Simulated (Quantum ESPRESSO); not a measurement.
# BN (F-43m) in Quantum ESPRESSO: equation of state

Aim: energy against volume of BN in PBE, for its equilibrium volume and stiffness.

Everything below comes from runs of Quantum ESPRESSO 7.5. Logs are shortened: lines on timing, memory, paths and dates and some standing lists are left out, and cuts for length are marked.

**Measured values to compare with.**

From “Effect of nanostructuration on compressibility of cubic BN”, 2012, arxiv:1208.3664, for a bulk crystal of BN at 300 K: bulk modulus 395 ± 2 GPa.

How close the calculation comes is told below.

## 1. The structure

It takes space group F-43m (No. 216, cubic). Conventional cell: a = 3.626 Å, b = 3.626 Å, c = 3.626 Å, α = 90.00°, β = 90.00°, γ = 90.00°. N (site symmetry -43m) has 4 B at 1.57 Å as nearest neighbours. B (site symmetry -43m) is surrounded by 4 N at 1.57 Å.

The cell is a database's computed one.

## 2. Single point, PBE, 5.60 Å³/atom

pw.in

```
&CONTROL
  calculation = 'scf'
  prefix = 'pwscf'
  outdir = './tmp'
  pseudo_dir = './pseudo'
  tprnfor = .true.
  tstress = .true.
  disk_io = 'nowf'
/
&SYSTEM
  ibrav = 0
  nat = 2
  ntyp = 2
  ecutwfc = 60
  ecutrho = 480
  nbnd = 9
  occupations = 'smearing'
  smearing = 'fd'
  degauss = 0.00367493
/
&ELECTRONS
  conv_thr = 4d-10
  electron_maxstep = 120
  mixing_beta = 0.5
/
ATOMIC_SPECIES
N     14.0070 N.pbe-n-radius_5.UPF
B     10.8100 b_pbe_v1.4.uspp.F.UPF
CELL_PARAMETERS angstrom
   0.0000000000    1.7759905947    1.7759905947
   1.7759905947    0.0000000000    1.7759905947
   1.7759905947    1.7759905947    0.0000000000
ATOMIC_POSITIONS crystal
N      0.2500000000    0.2500000000    0.2500000000
B      0.0000000000    0.0000000000    0.0000000000
K_POINTS automatic
13 13 13 0 0 0
```

Potentials or basis: SSSP 1.3 efficiency PBE.

Command:

```
OMP_NUM_THREADS=1 pw.x -in pw.in > pw.out
```

pw.out:

```text
This program is part of the open-source Quantum ESPRESSO suite
     for quantum simulation of materials; please cite
[... 9 lines left out ...]
     --------------------
     sticks:   dense  smooth     PW     G-vecs:    dense   smooth      PW
     Sum         745     367    121                13443     4693     941

     Using Slab Decomposition

     bravais-lattice index     =            0
     lattice parameter (alat)  =       4.7463  a.u.
     unit-cell volume          =      75.6047 (a.u.)^3
     number of atoms/cell      =            2
     number of atomic types    =            2
     number of electrons       =         8.00
     number of Kohn-Sham states=            9
     kinetic-energy cutoff     =      60.0000  Ry
     charge density cutoff     =     480.0000  Ry
     scf convergence threshold =      4.0E-10
     mixing beta               =       0.5000
     number of iterations used =            8  plain     mixing
     Exchange-correlation=  SLA  PW   PBX  PBC
                           (   1   4   3   4   0   0   0)

     celldm(1)=   4.746293  celldm(2)=   0.000000  celldm(3)=   0.000000
     celldm(4)=   0.000000  celldm(5)=   0.000000  celldm(6)=   0.000000

     crystal axes: (cart. coord. in units of alat)
               a(1) = (   0.000000   0.707107   0.707107 )
               a(2) = (   0.707107   0.000000   0.707107 )
               a(3) = (   0.707107   0.707107   0.000000 )

     reciprocal axes: (cart. coord. in units 2 pi/alat)
               b(1) = ( -0.707107  0.707107  0.707107 )
               b(2) = (  0.707107 -0.707107  0.707107 )
               b(3) = (  0.707107  0.707107 -0.707107 )

     PseudoPot. # 1 for N  read from file:
     N.pbe-n-radius_5.UPF
     Pseudo is Ultrasoft + core correction, Zval =  5.0
     Generated using "atomic" code by A. Dal Corso  v.5.1
     Using radial grid of 1085 points,  4 beta functions with:
                l(1) =   0
                l(2) =   0
                l(3) =   1
                l(4) =   1
     Q(r) pseudized with 0 coefficients

     PseudoPot. # 2 for B  read from file:
     b_pbe_v1.4.uspp.F.UPF
     Pseudo is Ultrasoft + core correction, Zval =  3.0
     Generated by new atomic code, or converted to UPF format
     Using radial grid of  781 points,  4 beta functions with:
                l(1) =   0
                l(2) =   0
                l(3) =   1
                l(4) =   1
     Q(r) pseudized with  8 coefficients,  rinner =    1.100   1.100   1.100

     atomic species   valence    mass     pseudopotential
     N                 5.00    14.00700     N ( 1.00)
     B                 3.00    10.81000     B ( 1.00)

     24 Sym. Ops. (no inversion) found

   Cartesian axes

     site n.     atom                  positions (alat units)
         1        N      tau(   1) = (   0.3535534   0.3535534   0.3535534  )
         2        B      tau(   2) = (   0.0000000   0.0000000   0.0000000  )

     number of k points=    84  Fermi-Dirac smearing, width (Ry)=  0.0037
                       cart. coord. in units 2pi/alat
        k(    1) = (   0.0000000   0.0000000   0.0000000), wk =   0.0009103
        k(    2) = (   0.0543928   0.0543928  -0.0543928), wk =   0.0072827
        k(    3) = (   0.1087857   0.1087857  -0.1087857), wk =   0.0072827
        k(    4) = (   0.1631785   0.1631785  -0.1631785), wk =   0.0072827
        k(    5) = (   0.2175713   0.2175713  -0.2175713), wk =   0.0072827
        k(    6) = (   0.2719641   0.2719641  -0.2719641), wk =   0.0072827
[... 76 lines left out ...]
        k(   83) = (   0.0000000  -0.4351426   0.6527140), wk =   0.0218480
        k(   84) = (  -0.0543928  -0.3807498   0.7071068), wk =   0.0218480

     Dense  grid:    13443 G-vectors     FFT dimensions: (  36,  36,  36)

     Smooth grid:     4693 G-vectors     FFT dimensions: (  24,  24,  24)

     Initial potential from superposition of free atoms

     starting charge       7.9997, renormalised to       8.0000
     Starting wfcs are    8 randomized atomic wfcs +    1 random wfcs

     Self-consistent Calculation

     iteration #  1     ecut=    60.00 Ry     beta= 0.50
     Davidson diagonalization with overlap
     ethr =  1.00E-02,  avg # of iterations =  5.1

     total energy              =     -26.71857760 Ry
     estimated scf accuracy    <       0.22327555 Ry

     iteration #  2     ecut=    60.00 Ry     beta= 0.50
     Davidson diagonalization with overlap
     ethr =  2.79E-03,  avg # of iterations =  1.1

     total energy              =     -26.75539561 Ry
     estimated scf accuracy    <       0.02083780 Ry

     iteration #  3     ecut=    60.00 Ry     beta= 0.50
     Davidson diagonalization with overlap
     ethr =  2.60E-04,  avg # of iterations =  1.6

     total energy              =     -26.75753006 Ry
     estimated scf accuracy    <       0.00316813 Ry

     iteration #  4     ecut=    60.00 Ry     beta= 0.50
     Davidson diagonalization with overlap
     ethr =  3.96E-05,  avg # of iterations =  1.9

     total energy              =     -26.75788937 Ry
     estimated scf accuracy    <       0.00004832 Ry

     iteration #  5     ecut=    60.00 Ry     beta= 0.50
     Davidson diagonalization with overlap
     ethr =  6.04E-07,  avg # of iterations =  4.0

     total energy              =     -26.75792180 Ry
     estimated scf accuracy    <       0.00000694 Ry

     iteration #  6     ecut=    60.00 Ry     beta= 0.50
     Davidson diagonalization with overlap
     ethr =  8.67E-08,  avg # of iterations =  1.4

     total energy              =     -26.75792326 Ry
     estimated scf accuracy    <       0.00000007 Ry

     iteration #  7     ecut=    60.00 Ry     beta= 0.50
     Davidson diagonalization with overlap
     ethr =  9.22E-10,  avg # of iterations =  3.5

     total energy              =     -26.75792331 Ry
     estimated scf accuracy    <       0.00000011 Ry

     iteration #  8     ecut=    60.00 Ry     beta= 0.50
     Davidson diagonalization with overlap
     ethr =  9.22E-10,  avg # of iterations =  1.4

     End of self-consistent calculation

          k = 0.0000 0.0000 0.0000 (   609 PWs)   bands (ev):

    -8.8140  12.0073  12.0073  12.0073  21.0963  21.0963  21.0963  23.2413
    37.7811

          k = 0.0544 0.0544-0.0544 (   585 PWs)   bands (ev):

    -8.6639  11.1943  11.8431  11.8431  21.3433  21.3464  21.3464  23.6899
    37.4938

          k = 0.1088 0.1088-0.1088 (   582 PWs)   bands (ev):

    -8.2182   9.2638  11.4329  11.4329  21.7553  21.9469  21.9469  24.8150
    36.8380

          k = 0.1632 0.1632-0.1632 (   589 PWs)   bands (ev):

    -7.4921   6.9224  10.9384  10.9384  22.1374  22.5669  22.5669  26.0315
    36.2522

          k = 0.2176 0.2176-0.2176 (   595 PWs)   bands (ev):

    -6.5239   4.5699  10.4893  10.4893  22.4734  22.9379  22.9379  26.9547
    35.9909

          k = 0.2720 0.2720-0.2720 (   598 PWs)   bands (ev):

    -5.4174   2.4771  10.1605  10.1605  22.7249  23.0402  23.0402  27.5195
    36.0457

          k = 0.3264 0.3264-0.3264 (   592 PWs)   bands (ev):

    -4.5013   1.0516   9.9888   9.9888  22.8572  23.0289  23.0289  27.7825
    36.2140

          k = 0.1088-0.0000 0.0000 (   585 PWs)   bands (ev):

    -8.6140  11.4995  11.5042  11.5042  20.8103  21.7706  21.7706  23.7658
    35.7484

          k = 0.1632 0.0544-0.0544 (   586 PWs)   bands (ev):

    -8.2671   9.9194  10.9803  11.4237  20.8560  22.3832  22.5127  24.5465
    34.0475

          k = 0.2176 0.1088-0.1088 (   585 PWs)   bands (ev):

    -7.6342   7.7310  10.4436  11.0482  21.3097  22.8578  23.2444  25.5805
    33.3286

          k = 0.2720 0.1632-0.1632 (   594 PWs)   bands (ev):

    -6.7443   5.4018  10.0124  10.5427  21.8074  23.2028  23.6812  26.4628
    33.6503

          k = 0.3264 0.2176-0.2176 (   599 PWs)   bands (ev):

    -5.6713   3.2256   9.7491  10.0480  22.1483  23.3822  23.7554  27.2390
    34.5316

          k = 0.3807 0.2720-0.2720 (   594 PWs)   bands (ev):

    -4.6385   1.5331   9.6525   9.6787  22.3688  23.4381  23.6111  27.8331
    35.2604

          k =-0.2720-0.3807 0.3807 (   590 PWs)   bands (ev):

    -4.2644   0.9911   9.4088   9.8016  22.5963  23.3994  23.4142  28.0384
    35.5886

          k =-0.2176-0.3264 0.3264 (   594 PWs)   bands (ev):

    -4.9512   2.0128   9.3477  10.0998  22.8779  23.2239  23.2584  27.7753
    35.6186

          k =-0.1632-0.2720 0.2720 (   596 PWs)   bands (ev):

    -6.0413   3.9170   9.4834  10.5371  22.9311  22.9720  23.1919  27.1406
    35.4596

          k =-0.1088-0.2176 0.2176 (   589 PWs)   bands (ev):

    -7.0668   6.1679   9.8134  11.0514  22.5351  22.5560  23.1799  26.3010
    34.6392

          k =-0.0544-0.1632 0.1632 (   586 PWs)   bands (ev):

    -7.8759   8.4606  10.3179  11.5399  21.9322  22.0575  22.7886  25.3277
    34.8896

          k = 0.0000-0.1088 0.1088 (   582 PWs)   bands (ev):

    -8.4154  10.3489  11.0221  11.8517  21.4307  21.5377  22.1309  24.3119
    36.3495

          k = 0.2176-0.0000 0.0000 (   584 PWs)   bands (ev):

    -8.0209  10.1948  10.3656  10.3656  20.1642  23.4103  23.4103  24.6282
    32.1426

          k = 0.2720 0.0544-0.0544 (   584 PWs)   bands (ev):

    -7.4878   8.4209   9.7712  10.2244  20.1042  24.1330  24.3181  25.0078
    31.4550

          k = 0.3264 0.1088-0.1088 (   591 PWs)   bands (ev):

    -6.6903   6.2830   9.3146   9.7904  20.4794  24.5849  24.9345  25.3584
    31.9591

          k = 0.3807 0.1632-0.1632 (   594 PWs)   bands (ev):

    -5.6845   4.1579   9.0577   9.1946  20.8847  24.7753  25.1203  26.1257
    32.9018

          k = 0.4351 0.2176-0.2176 (   592 PWs)   bands (ev):

    -4.6263   2.3477   8.6118   9.0247  21.1924  24.7918  24.9640  27.3098
    33.5421

          k =-0.2176-0.4351 0.4351 (   590 PWs)   bands (ev):

    -3.9720   1.3835   8.1541   9.2139  21.5343  24.6408  24.7241  28.2362
    33.8278

          k =-0.1632-0.3807 0.3807 (   593 PWs)   bands (ev):

    -4.3306   1.8991   7.8900   9.6009  22.0098  24.2517  24.5436  28.2300
    34.3391

          k =-0.1088-0.3264 0.3264 (   596 PWs)   bands (ev):

    -5.3287   3.4990   7.8658  10.1361  22.5886  23.7769  24.2072  27.4363
    34.9466

          k =-0.0544-0.2720 0.2720 (   595 PWs)   bands (ev):

    -6.3774   5.4943   8.1375  10.7347  23.0727  23.1459  23.6655  26.5085
    33.9225

          k = 0.0000-0.2176 0.2176 (   584 PWs)   bands (ev):

    -7.2522   7.3307   8.8981  11.2620  22.4313  22.8136  23.2378  25.8549
    33.9023

          k = 0.3264-0.0000 0.0000 (   584 PWs)   bands (ev):

    -7.0578   8.4434   9.1186   9.1186  19.2852  24.3569  25.4570  25.4570
    30.8512

          k = 0.3807 0.0544-0.0544 (   587 PWs)   bands (ev):

    -6.3632   6.8898   8.6124   8.7271  19.1397  24.0040  26.2393  26.3424
    31.3965

          k = 0.4351 0.1088-0.1088 (   599 PWs)   bands (ev):

    -5.4499   5.0498   8.0850   8.3201  19.4628  24.3039  26.6009  26.7634
    32.3485
[... 153 lines left out ...]
    -5.6114   5.8726   7.6639   8.3634  19.0144  23.6265  26.6817  27.5483
    32.0126

          k = 0.4895 0.1632-0.0544 (   597 PWs)   bands (ev):

    -4.6850   4.5070   6.9616   7.8572  19.4439  23.9922  26.7247  28.3226
    32.5790

          k =-0.1632-0.4895 0.5983 (   596 PWs)   bands (ev):

    -3.7552   3.2022   6.2608   7.6731  19.9856  25.0756  26.6809  28.6066
    32.3776

          k =-0.1088-0.4351 0.5439 (   594 PWs)   bands (ev):

    -3.2296   2.5212   5.6414   7.8893  20.5430  25.5806  27.3609  28.6648
    31.3636

          k =-0.0544-0.3807 0.4895 (   592 PWs)   bands (ev):

    -3.5369   2.8993   5.3396   8.3850  21.2028  25.0472  27.5402  28.6847
    31.2259

          k = 0.0000-0.3264 0.4351 (   594 PWs)   bands (ev):

    -4.3993   3.7624   5.7245   9.0545  21.9681  24.0825  26.8793  27.6557
    32.5393

          k = 0.5439 0.1088 0.0000 (   597 PWs)   bands (ev):

    -4.1902   4.3662   6.9144   7.1396  18.0696  22.7185  28.4865  29.4364
    32.8594

          k =-0.1088-0.5439 0.6527 (   596 PWs)   bands (ev):

    -3.3873   3.6153   5.8591   6.9661  18.7009  23.4637  28.3282  29.8704
    32.7432

          k =-0.0544-0.4895 0.5983 (   600 PWs)   bands (ev):

    -2.8702   3.3564   4.6516   7.1934  19.4900  25.0185  27.8840  29.6463
    31.8143

          k = 0.0000-0.4351 0.5439 (   594 PWs)   bands (ev):

    -2.9460   3.4190   4.1643   7.6918  20.3098  26.2211  27.5498  29.2275
    30.6599

          k =-0.0544-0.5983 0.7071 (   600 PWs)   bands (ev):

    -3.0327   3.1255   6.4888   6.5544  17.5112  22.3028  29.8385  30.4995
    33.2593

          k = 0.0000-0.5439 0.6527 (   598 PWs)   bands (ev):

    -2.7627   3.1656   5.3737   6.7209  18.4307  23.2971  29.2263  30.2636
    32.7142

          k = 0.4351 0.2176 0.0000 (   591 PWs)   bands (ev):

    -5.1271   4.7673   6.7585   8.8128  20.9866  24.2352  25.6965  27.5123
    32.4149

          k =-0.2176-0.4351 0.6527 (   593 PWs)   bands (ev):

    -4.1532   3.5436   6.1891   8.1433  21.5279  24.0970  26.4518  28.3985
    32.1482

          k =-0.1632-0.3807 0.5983 (   591 PWs)   bands (ev):

    -3.4017   2.5406   6.0765   7.6864  21.7191  24.1185  27.5273  28.8812
    31.1319

          k =-0.1632-0.4895 0.7071 (   592 PWs)   bands (ev):

    -3.8216   3.9389   6.0451   7.0740  20.1352  24.2635  26.5696  29.4754
    32.3003

          k =-0.1088-0.4351 0.6527 (   594 PWs)   bands (ev):

    -3.0906   3.3933   5.3499   6.6030  20.9024  25.0829  26.5819  29.5576
    31.5778

          k =-0.0544-0.3807 0.5983 (   597 PWs)   bands (ev):

    -2.8778   3.2531   4.8468   6.7677  21.4776  25.1135  27.6383  28.6461
    31.0532

          k = 0.0000-0.3264 0.5439 (   590 PWs)   bands (ev):

    -3.3394   3.4546   5.0460   7.3556  21.8282  24.4099  27.0542  29.3979
    30.9310

          k =-0.0544-0.4895 0.7071 (   596 PWs)   bands (ev):

    -2.8330   3.4694   5.6753   5.8445  19.6463  24.1047  27.8782  29.9414
    32.4069

          k = 0.0000-0.4351 0.6527 (   601 PWs)   bands (ev):

    -2.6414   3.7815   4.5042   6.0845  20.6816  25.4349  27.0950  28.9881
    31.9993

          k =-0.0544-0.3807 0.7071 (   607 PWs)   bands (ev):

    -2.6571   3.8816   4.7231   5.6207  21.7188  25.5713  26.7982  28.2099
    31.9025

     the Fermi energy is    14.4836 ev

!    total energy              =     -26.75792333 Ry
     estimated scf accuracy    <          2.2E-10 Ry
     smearing contrib. (-TS)   =       0.00000000 Ry
     internal energy E=F+TS    =     -26.75792333 Ry

     The total energy is F=E-TS. E is the sum of the following terms:
     one-electron contribution =       5.23575494 Ry
     hartree contribution      =       3.50857822 Ry
     xc contribution           =      -8.69413563 Ry
     ewald contribution        =     -26.80812087 Ry

     convergence has been achieved in   8 iterations

     Forces acting on atoms (cartesian axes, Ry/au):

     atom    1 type  1   force =    -0.00000000    0.00000000   -0.00000000
     atom    2 type  2   force =     0.00000000   -0.00000000    0.00000000

     Total force =     0.000000     Total SCF correction =     0.000000

     Computing stress (Cartesian axis) and pressure

          total   stress  (Ry/bohr**3)                   (kbar)     P=      236.55
   0.00160803   0.00000000   0.00000000          236.55        0.00        0.00
   0.00000000   0.00160803   0.00000000            0.00      236.55        0.00
   0.00000000   0.00000000   0.00160803            0.00        0.00      236.55

=------------------------------------------------------------------------------=
   JOB DONE.
=------------------------------------------------------------------------------=
```

It took 5.5 s on 1 thread of Arm Neoverse V2, shared host; peak memory 0.05 GiB.

What came out:

```yaml
Free_energy: -364.0601 eV
Pressure: 23.7 GPa
Band_gap_on_the_k_mesh: 4.62 eV, indirect (least direct gap 9.09 eV)
```

Caveat: an odd mesh through Γ misses points on the zone boundary, where band edges often lie.

[end of part 1 of 2]
